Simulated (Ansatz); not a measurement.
We consider rock-salt NaBr, described by LC-ωPBE (Ansatz, an electronic-structure program, PAW).

Run with plane-wave cutoff 460 eV, 8×8×8 k mesh, Fermi–Dirac smearing 0.01 eV, scalar-relativistic PAW data made under PBE.

Cell (relaxed at this level):

Space group Fm-3m (No. 225); a = b = c = 5.9452 Å, α = β = γ = 90.00°

| atom | site | symmetry | x | y | z |
|---|---|---|---|---|---|
| Na | 4a | m-3m | 0.0000 | 0.0000 | 0.0000 |
| Br | 4b | m-3m | 0.5000 | 0.5000 | 0.5000 |
(The calculation used a cell of 2 atoms; values per cell refer to that cell.)

Q: Give the computed bulk modulus, band gap, width of the whole s-p valence band and pressure derivative B′ of the bulk modulus.

A: 
* **bulk modulus**: 21.7 GPa
* **band gap**: 10.50 eV (on the SCF k mesh) (direct)
* **width of the whole s-p valence band**: 14.97 eV
* **pressure derivative B′ of the bulk modulus**: 4.7

Measured, for comparison: band gap 7.1 eV (temperature not stated, not corrected to a static lattice; as tabulated in Aguado et al. (1998), arXiv:cond-mat/9809176); bulk modulus 22.6 GPa (4 K, zero-point motion not removed; as tabulated in Doll and Stoll (1998), arXiv:cond-mat/9801031). Computed (rounded) less measured: bulk modulus -4 %.

Spin–orbit coupling is not included.

Static lattice: no zero-point or thermal effects.

Cost on a shared machine: around 8 core-minutes (rough).
